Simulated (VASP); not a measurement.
Crystal: C.

```
C
1.0
     2.52210    0.00000    0.00000
    -1.26105    2.18420    0.00000
     0.00000    0.00000    8.23710
C
8
Direct
  0.66667 0.33333 0.84375
  0.33333 0.66667 0.34375
  0.66667 0.33333 0.65625
  0.33333 0.66667 0.15625
  0.00000 0.00000 0.90625
  0.00000 0.00000 0.40625
  0.00000 0.00000 0.59375
  0.00000 0.00000 0.09375
```

This is a hexagonal form of diamond, not graphite.

| Item | Value |
| --- | --- |
| Program | VASP 6.6.1 |
| Task | relaxation of cell and atoms |
| Functional | r2SCAN |
| Potentials or basis | VASP PAW PBE potentials, release 64 (C) |
| Cutoff | 600 eV |
| k mesh | 10 × 10 × 4 |
| Occupations | gaussian, width 0.02 eV |
| Spin | no spin polarisation |

At the start: pressure -1.6 GPa; volume 5.67 Å³/atom.

Q: Where does the relaxation end?

A: Over 8 steps the energy falls by 2.8 meV/atom and the volume is 5.65 Å³/atom (-0.4 %); space group P6_3/mmc (No. 194, to 0.05 Å).

The path:
```tsv
step	energy change (eV)	largest force (eV/Å)	pressure (GPa)	volume (Å³)
1	0.0000	0.3603	-1.56	45.38
2	0.0188	0.5769	2.30	45.01
3	-0.0219	0.0393	-0.18	45.22
4	-0.0219	0.0308	-0.21	45.23
5	-0.0219	0.0498	0.18	45.19
6	-0.0221	0.0102	-0.01	45.21
7	-0.0221	0.0155	0.01	45.20
8	-0.0221	0.0028	0.00	45.20
```

Final structure:
```cif
data_structure
_symmetry_space_group_name_H-M 'P 1'
_symmetry_Int_Tables_number 1
_cell_length_a 2.5105
_cell_length_b 2.5105
_cell_length_c 8.2821
_cell_angle_alpha 90.000
_cell_angle_beta 90.000
_cell_angle_gamma 120.000
_cell_volume 45.20
loop_
_atom_site_label
_atom_site_type_symbol
_atom_site_fract_x
_atom_site_fract_y
_atom_site_fract_z
_atom_site_occupancy
C1 C 0.66667 0.33333 0.84449 1
C2 C 0.33333 0.66667 0.34448 1
C3 C 0.66667 0.33333 0.65551 1
C4 C 0.33333 0.66667 0.15552 1
C5 C 0.00000 0.00000 0.90706 1
C6 C 0.00000 0.00000 0.40706 1
C7 C 0.00000 0.00000 0.59294 1
C8 C 0.00000 0.00000 0.09294 1
```

Caveat: the PAW data sets were made with another functional, which shifts forces and pressure a little.
